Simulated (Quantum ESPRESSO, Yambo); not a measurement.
**A GW run on KF (Carobbiite) in Yambo, with inputs changed**

Aim: change inputs of a GW run on KF (Carobbiite) and see what moves.

Calculated with Yambo 5.3.0; PBE and many-body steps on it, plane waves.

### 1. Set-up

Symmetry: Fm-3m, No. 225, cubic system. The conventional cell has a = 5.344 Å, b = 5.344 Å, c = 5.344 Å, α = 90.00°, β = 90.00°, γ = 90.00°. K has 6 F at 2.67 Å nearest. Nearest to F lie 6 K at 2.67 Å. Farther neighbours and most contacts between anions are not listed.

Structure file:

```
K F
1.0
     0.00000    2.67185    2.67185
     2.67185    0.00000    2.67185
     2.67185    2.67185    0.00000
K F
1 1
Direct
  0.00000 0.00000 0.00000
  0.50000 0.50000 0.50000
```

The cell and positions come from the Crystallography Open Database and are kept as given unless a step says otherwise.

### 2. Base

This step: Yambo 5.3.0; G0W0 on PBE, plane waves, norm-conserving pseudopotentials.

Now the one-shot GW correction: screening in the RPA, then the self-energy of the levels asked for.

gw2.in

```
HF_and_locXC
gw0
dyson
ppa
em1d
rim_cut
RandQpts= 1000000
RandGvec= 1 RL
EXXRLvcs= 72 Ry
VXCRLvcs= 288 Ry
Chimod= "HARTREE"
% BndsRnXp
 1 | 191 |
%
NGsBlkXp= 17 Ry
% LongDrXp
 1 | 1 | 1 |
%
% GbndRnge
 1 | 191 |
%
DysSolver= "n"
ExtendOut
PPAPntXp= 27.21138 eV
% QPkrange
 1 | 1 | 7 | 10 |
%
```

Command:

```sh
OMP_NUM_THREADS=1 mpirun -n 4 yambo -F gw2.in -J gw2 -C gw2 > gw2.log
```

The log of the run:

```text
 Yambo, version 5.3.0

 [02] CORE Variables Setup
 =========================

  [... cell, symmetries and grids as in the set-up ...]

  [02.05] Energies & Occupations
  ==============================

  [X] === General ===
  [X] Electronic Temperature                        :  0.000000  0.000000 [eV K]
  [X] Bosonic    Temperature                        :  0.000000  0.000000 [eV K]
  [X] Finite Temperature mode                       : no
  [X] El. density                                   :  0.41942E+24 [cm-3]
  [X] Fermi Level                                   :  1.536558 [eV]

  [X] === Gaps and Widths ===
  [X] Conduction Band Min                           :  6.199420 [eV]
  [X] Valence Band Max                              :  0.000000 [eV]
  [X] Filled Bands                                  :   8
  [X] Empty Bands                                   :     9   458
  [X] Direct Gap                                    :  6.199420 [eV]
  [X] Direct Gap localized at k                     :  1
  [X] Indirect Gap                                  :  6.199420 [eV]
  [X] Indirect Gap between kpts                     :  1  1
  [X] Last valence band width                       :  0.344584 [eV]
  [X] 1st conduction band width                     :  3.553835 [eV]

 [03] Transferred momenta grid and indexing
 ==========================================

 IBZ Q-points                                      :   8
 BZ  Q-points                                      :   64

 K/Q-points units:
 rlu = crystal or reduced units; cc = cartesian coordinates; iku = interal k-units

 Q [1]          [rlu]:  0.000000  0.000000  0.000000
 Q [2]          [rlu]:  0.16981E-17  0.16981E-17  0.25000
 Q [3]          [rlu]: -0.33962E-17 -0.33962E-17 -0.50000
 Q [4]          [rlu]:  0.74356E-19  0.25000      0.25000
 Q [5]          [rlu]: -0.62307E-17  0.25000      0.50000
 Q [6]          [rlu]: -0.33962E-17  0.25000     -0.25000
 Q [7]          [rlu]: -0.14871E-18 -0.50000     -0.50000
 Q [8]          [rlu]:  0.250000 -0.500000 -0.250000

 [04] Coloumb potential Random Integration (RIM)
 ===============================================

  [04.01] RIM initialization
  ==========================

  * Diagonal components only detected *

  8 x (sBL volume)        :  0.120444 [a.u.]
  sBZ random points       :  1000000
  Points outside the sBZ  :   7996195
  RL volume               :  0.963556 [a.u.]
  Integrated volume       :  0.964014 [a.u.]

  [04.02] RIM integrals
  =====================

  Gamma point sphere radius             :  0.089580 [a.u.]
  Points outside the sphere             :   799659
  [Int_sBZ(q=0) 1/q^2]*(Vol_sBZ)^(-1/3) =:  7.764404
                                 should be <:  7.795600

  Summary of Coulomb integrals for non-metallic bands |Q|[au] RIM/Bare

  Q [1] 0.100000E-4 0.995998 * Q [2] 0.269426 1.064955
  Q [4] 0.311106 1.063169 * Q [6] 0.439971 1.026119
  Q [5] 0.515912 1.019126 * Q [3] 0.538852 1.017184
  Q [7] 0.622213 1.014132 * Q [8] 0.695655 1.011034

 [WARNING] [Xp] User bands 1-191 break level degeneracy

 [05] Dipoles
 ============

  [05.01] Setup: observables and procedures
  =========================================

 [06] Dynamic Dielectric Matrix (PPA)
 ====================================

 [WR./gw2//ndb.pp]---------------------------------------------------------------
  Brillouin Zone Q/K grids (IBZ/BZ)                :    8   64    8   64
  RL vectors                                       :   3383 [WF]
  Coulomb cutoff potential                         : none
  Electronic Temperature                           :  0.000000 [K]
  Bosonic    Temperature                           :  0.000000 [K]
  PPA    diel. fun.  energies                      : Perdew, Burke & Ernzerhof(X)+Perdew, Burke & Ernzerhof(C)
  wavefunctions                                    : Perdew, Burke & Ernzerhof(X)+Perdew, Burke & Ernzerhof(C)
  Global Gauge                                     : length
  X matrix size                                    :   331
  X band range                                     :    1  191
  X e/h energy range                               : -1.000000 -1.000000 [eV]
  X Time ordering                                  : R
  X Hxc Kernel                                     : HARTREE
  X Drude frequency                                :  0.000000  0.000000
  X poles                                          :  100.0000 [o/o]
  RL vectors in the sum                            :   3383
  [r,Vnl] included                                 : yes
  Field direction                                  :  0.577350E-5  0.577350E-5  0.577350E-5
  BZ energy Double Grid                            : no
  BZ energy DbGd points                            : 0
  BZ Q point size factor                           : -1.000000
  X Optical Averaged directions                    : none

 [07] Local Exchange-Correlation + Non-Local Fock
 ================================================

 [VXC] Plane waves :  21187
 [EXS] Plane waves :  2733

 QP @ state[ 1 ] K range:  1  1
 QP @ state[ 1 ] b range:   7  10

 [xc] Functional : Perdew, Burke & Ernzerhof(X)+Perdew, Burke & Ernzerhof(C)
 [xc] LIBXC used to calculate xc functional
  PP Number of Atomic Species                      :  2
  NLCC RL compoments                               :  21187
  PP Number of Atomic Species                      :  2
  NLCC RL compoments                               :  21187

 [xc] E_xc :  -9.052398 [Ha]
      E_xc :  -18.10480 [Ry]

  Local XC kind (lXC) : Perdew, Burke & Ernzerhof(X)+Perdew, Burke & Ernzerhof(C)
  Non-Local XC kind (nlXC) : Hartree-Fock

  Corrections @ K [1] :  [eV]
 <7|nlXC|7> = -29.45298  0.14209E-17 <7|lXC|7> = -21.89882  0.000000
 <8|nlXC|8> = -29.45295 -0.36453E-17 <8|lXC|8> = -21.89882 -0.37763E-15
 <9|nlXC|9> = -4.028151 -0.21341E-17 <9|lXC|9> = -7.969212 -0.14161E-15
 <10|nlXC|10> = -4.982602  0.10511E-17 <10|lXC|10> = -10.84085 -0.94408E-16

 [08] Dyson equation: Newton solver
 ==================================

  [08.01] G0W0 (W PPA)
  ====================

  [  GW  ] Bands range     :    1  191
  [GW/PPA] G damping       :  0.100000 [eV]

  QP @ state[ 1 ] K range:  1  1
  QP @ state[ 1 ] b range:   7  10

   Sc/G bands                                       :    1  191
   Sc/G damping                                     :  0.100000 ev
   Sc bands terminator                              : no
   Sx RL components                                 :  2733

   QP @ state[ 1 ] K range                          :  1  1
   QP @ state[ 1 ] b range                          :   7  10
   GF energies kind                                 : Perdew, Burke & Ernzerhof(X)+Perdew, Burke & Ernzerhof(C)
   GF WF`s kind                                     : Perdew, Burke & Ernzerhof(X)+Perdew, Burke & Ernzerhof(C)
   Xs energies kind                                 : Perdew, Burke & Ernzerhof(X)+Perdew, Burke & Ernzerhof(C)
   Xs WF`s kind                                     : Perdew, Burke & Ernzerhof(X)+Perdew, Burke & Ernzerhof(C)

 [11] Game Over & Game summary
```

Elapsed: 88 s, on 4 MPI ranks of Arm Neoverse V2, shared host; peak memory 1.5 GiB.

Numbers from this step:

```yaml
g0w0_gap_on_the_points_computed: 9.629 eV
starting_gap_on_the_mesh: 6.199 eV
k_of_the_valence_top: 0, 0, 0
k_of_the_conduction_bottom: 0, 0, 0
least_direct_g0w0_gap_on_the_computed_points: 9.629 eV
z_at_the_valence_top: 0.8097
z_at_the_conduction_bottom: 0.8997
```

The gap on the mesh goes from 6.20 eV to 9.63 eV, a correction of +3.43 eV.

### 3. Pole fitted at another frequency

gw6.in

```
HF_and_locXC
gw0
dyson
ppa
em1d
rim_cut
RandQpts= 1000000
RandGvec= 1 RL
EXXRLvcs= 72 Ry
VXCRLvcs= 288 Ry
Chimod= "HARTREE"
% BndsRnXp
 1 | 191 |
%
NGsBlkXp= 17 Ry
% LongDrXp
 1 | 1 | 1 |
%
% GbndRnge
 1 | 191 |
%
DysSolver= "n"
ExtendOut
PPAPntXp= 10 eV
% QPkrange
 1 | 1 | 7 | 10 |
%
```

Command:

```sh
OMP_NUM_THREADS=1 mpirun -n 4 yambo -F gw6.in -J gw6 -C gw6 > gw6.log
```

The log of the run:

```text
 Yambo, version 5.3.0

 [02] CORE Variables Setup
 =========================

  [... cell, symmetries and grids as in the set-up ...]

  [02.05] Energies & Occupations
  ==============================

  [X] === General ===
  [X] Electronic Temperature                        :  0.000000  0.000000 [eV K]
  [X] Bosonic    Temperature                        :  0.000000  0.000000 [eV K]
  [X] Finite Temperature mode                       : no
  [X] El. density                                   :  0.41942E+24 [cm-3]
  [X] Fermi Level                                   :  1.536558 [eV]

  [X] === Gaps and Widths ===
  [X] Conduction Band Min                           :  6.199420 [eV]
  [X] Valence Band Max                              :  0.000000 [eV]
  [X] Filled Bands                                  :   8
  [X] Empty Bands                                   :     9   458
  [X] Direct Gap                                    :  6.199420 [eV]
  [X] Direct Gap localized at k                     :  1
  [X] Indirect Gap                                  :  6.199420 [eV]
  [X] Indirect Gap between kpts                     :  1  1
  [X] Last valence band width                       :  0.344584 [eV]
  [X] 1st conduction band width                     :  3.553835 [eV]

 [03] Transferred momenta grid and indexing
 ==========================================

 IBZ Q-points                                      :   8
 BZ  Q-points                                      :   64

 K/Q-points units:
 rlu = crystal or reduced units; cc = cartesian coordinates; iku = interal k-units

 Q [1]          [rlu]:  0.000000  0.000000  0.000000
 Q [2]          [rlu]:  0.16981E-17  0.16981E-17  0.25000
 Q [3]          [rlu]: -0.33962E-17 -0.33962E-17 -0.50000
[...]
================================================

 [VXC] Plane waves :  21187
 [EXS] Plane waves :  2733

 QP @ state[ 1 ] K range:  1  1
 QP @ state[ 1 ] b range:   7  10

 [xc] Functional : Perdew, Burke & Ernzerhof(X)+Perdew, Burke & Ernzerhof(C)
 [xc] LIBXC used to calculate xc functional
  PP Number of Atomic Species                      :  2
  NLCC RL compoments                               :  21187
  PP Number of Atomic Species                      :  2
  NLCC RL compoments                               :  21187

 [xc] E_xc :  -9.052398 [Ha]
      E_xc :  -18.10480 [Ry]

  Local XC kind (lXC) : Perdew, Burke & Ernzerhof(X)+Perdew, Burke & Ernzerhof(C)
  Non-Local XC kind (nlXC) : Hartree-Fock

  Corrections @ K [1] :  [eV]
 <7|nlXC|7> = -29.45298  0.14209E-17 <7|lXC|7> = -21.89882  0.000000
 <8|nlXC|8> = -29.45295 -0.36453E-17 <8|lXC|8> = -21.89882 -0.37763E-15
 <9|nlXC|9> = -4.028151 -0.21341E-17 <9|lXC|9> = -7.969212 -0.14161E-15
 <10|nlXC|10> = -4.982602  0.10511E-17 <10|lXC|10> = -10.84085 -0.94408E-16

 [08] Dyson equation: Newton solver
 ==================================

  [08.01] G0W0 (W PPA)
  ====================

  [  GW  ] Bands range     :    1  191
  [GW/PPA] G damping       :  0.100000 [eV]

  QP @ state[ 1 ] K range:  1  1
  QP @ state[ 1 ] b range:   7  10

   Sc/G bands                                       :    1  191
   Sc/G damping                                     :  0.100000 ev
   Sc bands terminator                              : no
   Sx RL components                                 :  2733

   QP @ state[ 1 ] K range                          :  1  1
   QP @ state[ 1 ] b range                          :   7  10
   GF energies kind                                 : Perdew, Burke & Ernzerhof(X)+Perdew, Burke & Ernzerhof(C)
   GF WF`s kind                                     : Perdew, Burke & Ernzerhof(X)+Perdew, Burke & Ernzerhof(C)
   Xs energies kind                                 : Perdew, Burke & Ernzerhof(X)+Perdew, Burke & Ernzerhof(C)
   Xs WF`s kind                                     : Perdew, Burke & Ernzerhof(X)+Perdew, Burke & Ernzerhof(C)

 [11] Game Over & Game summary
```

Run time: 86 s. Hardware: 4 MPI ranks; peak memory 1.5 GiB; 5.7 min of CPU time.

Numbers from this step:

- G0W0 gap on the points computed: 9.539 eV
- starting gap on the mesh: 6.199 eV
- k of the valence top: 0, 0, 0
- k of the conduction bottom: 0, 0, 0
- least direct G0W0 gap on the computed points: 9.539 eV
- Z at the valence top: 0.7874
- Z at the conduction bottom: 0.8864

Against G0W0 in Yambo (4×4×4 mesh, 191 bands, screening to 231.3 eV, Godby-Needs plasmon pole), the gap moves by −0.090 eV.

### 4. Core charge in Vxc

gw7.in

```
HF_and_locXC
gw0
dyson
ppa
em1d
rim_cut
RandQpts= 1000000
RandGvec= 1 RL
EXXRLvcs= 72 Ry
VXCRLvcs= 288 Ry
Chimod= "HARTREE"
% BndsRnXp
 1 | 191 |
%
NGsBlkXp= 17 Ry
% LongDrXp
 1 | 1 | 1 |
%
% GbndRnge
 1 | 191 |
%
DysSolver= "n"
ExtendOut
PPAPntXp= 27.21138 eV
% QPkrange
 1 | 1 | 7 | 10 |
%
UseNLCC
```

Command:

```sh
OMP_NUM_THREADS=1 mpirun -n 4 yambo -F gw7.in -J gw7,gw2_W -C gw7 > gw7.log
```

The log of the run:

```text
 Yambo, version 5.3.0

 [02] CORE Variables Setup
 =========================

  [... cell, symmetries and grids as in the set-up ...]

  [02.05] Energies & Occupations
  ==============================

  [X] === General ===
  [X] Electronic Temperature                        :  0.000000  0.000000 [eV K]
  [X] Bosonic    Temperature                        :  0.000000  0.000000 [eV K]
  [X] Finite Temperature mode                       : no
  [X] El. density                                   :  0.41942E+24 [cm-3]
[...]
Sx RL components                                 :  2733

   QP @ state[ 1 ] K range                          :  1  1
   QP @ state[ 1 ] b range                          :   7  10
   GF energies kind                                 : Perdew, Burke & Ernzerhof(X)+Perdew, Burke & Ernzerhof(C)
   GF WF`s kind                                     : Perdew, Burke & Ernzerhof(X)+Perdew, Burke & Ernzerhof(C)
   Xs energies kind                                 : Perdew, Burke & Ernzerhof(X)+Perdew, Burke & Ernzerhof(C)
   Xs WF`s kind                                     : Perdew, Burke & Ernzerhof(X)+Perdew, Burke & Ernzerhof(C)

 [11] Game Over & Game summary
```

Wall time 39 s (4 MPI ranks); peak memory 1.4 GiB.

Numbers from this step:

```yaml
g0w0_gap_on_the_points_computed: 9.446 eV
starting_gap_on_the_mesh: 6.199 eV
k_of_the_valence_top: 0, 0, 0
k_of_the_conduction_bottom: 0, 0, 0
least_direct_g0w0_gap_on_the_computed_points: 9.446 eV
```

Against G0W0 in Yambo (4×4×4 mesh, 191 bands, screening to 231.3 eV, Godby-Needs plasmon pole), the gap moves by −0.183 eV.

### 5. More bands than the database holds

gw8.in

```
HF_and_locXC
gw0
dyson
ppa
em1d
rim_cut
RandQpts= 1000000
RandGvec= 1 RL
EXXRLvcs= 72 Ry
VXCRLvcs= 288 Ry
Chimod= "HARTREE"
% BndsRnXp
 1 | 1374 |
%
NGsBlkXp= 17 Ry
% LongDrXp
 1 | 1 | 1 |
%
% GbndRnge
 1 | 1374 |
%
DysSolver= "n"
ExtendOut
PPAPntXp= 27.21138 eV
% QPkrange
 1 | 1 | 7 | 10 |
%
```

Command:

```sh
OMP_NUM_THREADS=1 mpirun -n 4 yambo -F gw8.in -J gw8 -C gw8 > gw8.log
```

The log of the run:

```text
 Yambo, version 5.3.0

 [02] CORE Variables Setup
 =========================

  [... cell, symmetries and grids as in the set-up ...]

  [02.05] Energies & Occupations
  ==============================

  [X] === General ===
  [X] Electronic Temperature                        :  0.000000  0.000000 [eV K]
  [X] Bosonic    Temperature                        :  0.000000  0.000000 [eV K]
  [X] Finite Temperature mode                       : no
  [X] El. density                                   :  0.41942E+24 [cm-3]
  [X] Fermi Level                                   :  1.536558 [eV]

  [X] === Gaps and Widths ===
  [X] Conduction Band Min                           :  6.199420 [eV]
  [X] Valence Band Max                              :  0.000000 [eV]
  [X] Filled Bands                                  :   8
  [X] Empty Bands                                   :     9   458
  [X] Direct Gap                                    :  6.199420 [eV]
  [X] Direct Gap localized at k                     :  1
  [X] Indirect Gap                                  :  6.199420 [eV]
  [X] Indirect Gap between kpts                     :  1  1
  [X] Last valence band width                       :  0.344584 [eV]

[ERROR] STOP signal received while in[05.01] Setup: observables and procedures
[ERROR] Error in parallel wf distribution (Dipole ic)
```

Run time: 2.6 s. Hardware: 4 MPI ranks; peak memory 0.97 GiB.

The run stopped with an error after 2.6 s.

The program's words: [ERROR] STOP signal received while in[05.01] Setup: observables and procedures [ERROR] Error in parallel wf distribution (Dipole ic)

The fault put into this input: more bands than the database holds.

### 6. The runs together

Times are wall times on 4 MPI ranks of Arm Neoverse V2, shared host, good to a factor of about two.

| run | mesh | bands | screening cutoff (eV) | DFT gap (eV) | gap on the mesh (eV) | direct (eV) | time |
| --- | --- | --- | --- | --- | --- | --- | --- |
| base | 4×4×4 | 191 | 231.3 | 6.199 | 9.629 | 9.629 | 88 s |
| pole fitted at another frequency | 4×4×4 | 191 | 231.3 | 6.199 | 9.539 | 9.539 | 86 s |
| core charge in Vxc | 4×4×4 | 191 | 231.3 | 6.199 | 9.446 | 9.446 | 39 s |

### 7. Summary of results

```yaml
base: 9.629 eV
pole_fitted_at_another_frequency: 9.539 eV
core_charge_in_vxc: 9.446 eV
known_limits: not at the basis limit; coarse k mesh
```

Pole fitted at another frequency: −0.090 eV against base (keys changed: PPAPntXp). Core charge in Vxc: −0.183 eV against base (keys changed: UseNLCC). Bands and cutoff are finite, so the gap is not at the basis limit. The miss can reach some tenths of an eV and take either sign; the mesh is an error of its own. In the G0W0 runs levels were corrected at 1 k point alone, so a gap called «on the mesh» is the least over those, and an edge elsewhere would be missed. The 4×4×4 mesh is coarse for this cell, which bears on the long-range parts of exchange and screening.

[Paths, hosts, dates, memory and timing lines, banners, echoed tables and standing remarks are left out of the program output.]

[Logs are printed without paths, hosts, clocks, repeated set-up lines and the standing remarks that a program may print on its own settings, such as how far it seeks lower states.]

[Runs of the session that timed out or met a known fault of the program may be left out.]

[Hosts, paths, dates, database ids (printed as entryN), source tags and the programs' standing remarks are cut or masked in the printed files.]
